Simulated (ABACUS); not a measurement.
Runs of ABACUS 3.10.1 on TiAl. Symmetry: P-6m2, No. 187, hexagonal system. Conventional cell: a = 2.867 Å, b = 2.867 Å, c = 4.678 Å, α = 90.00°, β = 90.00°, γ = 120.00°. Around Ti (site symmetry -6m2) lie 6 Al at 2.87 Å and 6 Ti at 2.87 Å. Al (site symmetry -6m2) has 6 Ti at 2.87 Å and 6 Al at 2.87 Å as nearest neighbours. The cell comes from a database or a generator and needn't be the stable form of this composition.

```csv
level,pressure (GPa),relaxed volume (Å³/atom)
BLYP,0.0,17.46
PBEsol,0.0,(a)
LDA,0.0,16.11
PBE,0.0,16.80
revPBE,0.0,(b)
```

Alike in all rows: task relaxation of cell and atoms; potentials or basis PseudoDojo NC SR 0.4.1 PBE standard, DZP LCAO (the cutoffs set its grid); no spin polarisation; cell relaxed; k mesh 8 × 8 × 4; cutoff (eV) 1361; smearing fermi-dirac 0.05 eV.

Question: Fill in the values left out.

Answer: (a) 16.39; (b) 17.00.

Caveats: the atomic orbitals were generated for these runs and aren't a published set; the basis of atomic orbitals isn't converged, which shifts pressures, moduli and gaps; the potentials were made for another functional, which shifts forces and pressure (some runs).
